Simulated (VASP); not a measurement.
Write the native input for VASP 6.6.1 that does the following.

```
Task                   : single point
Functional             : PBEsol
Potentials or basis    : VASP PAW PBE potentials, release 64 (H, C)
Cutoff                 : 520 eV
k mesh                 : 6 × 6 × 6
Occupations            : gaussian, width 0.05 eV
Spin                   : no spin polarisation
Dipole correction      : no
Further INCAR settings : ALGO = Fast; EDIFF = 1e-06; NBANDS = 12
```

The structure of H4C lies in POSCAR:

```
H4C
1.0
   -2.3673730703      2.4789246809      2.4789246809
    2.3673730703     -2.4789246809      2.4789246809
    2.3673730703      2.4789246809     -2.4789246809
H C
4 1
Direct
    0.0000000000      0.0000000000      0.7463128700
    0.7463128700      0.0000000000      0.0000000000
    0.0000000000      0.7463128700      0.0000000000
    0.2536871300      0.2536871300      0.2536871300
    0.0000000000      0.0000000000      0.0000000000
```

The cell comes from a database or a generator and needn't be the stable form of this composition.

The cell isn't the ideal one: strain -0.0450 x Voigt [1, 0, 0, 0, 0, 0], atoms carried along.

One way to write it, as run:

INCAR

```
SYSTEM = H4C
ALGO = Fast ; EDIFF = 1E-6
ENCUT = 520 ; GGA = PS
ISIF = 2 ; ISMEAR = 0
LASPH = .True. ; LCHARG = .True.
LELF = .True. ; LREAL = .False.
LVHAR = .True. ; LWAVE = .False.
NBANDS = 12 ; NELM = 60
PREC = Accurate ; SIGMA = 0.05
```

KPOINTS

```
k-points
0
Gamma
  6 6 6
  0 0 0
```

Potentials or basis: VASP PAW PBE potentials, release 64 (H, C).

Launch:

```bash
$ cat potpaw_PBE.64/H/POTCAR potpaw_PBE.64/C/POTCAR > POTCAR
$ mpirun -np 1 vasp_std > vasp.out
```

It gave:

The pressure is 3.4 GPa, the largest force is 0.929 eV/Å and the band gap on the k mesh is 7.60 eV, direct.

Caveat: the PAW data sets were made with another functional, which shifts forces and pressure a little.

Wall time 12 s on 1 thread of Intel(R) Xeon(R) 6975P-C (Granite Rapids), on a shared host, peak memory 0.17 GiB.
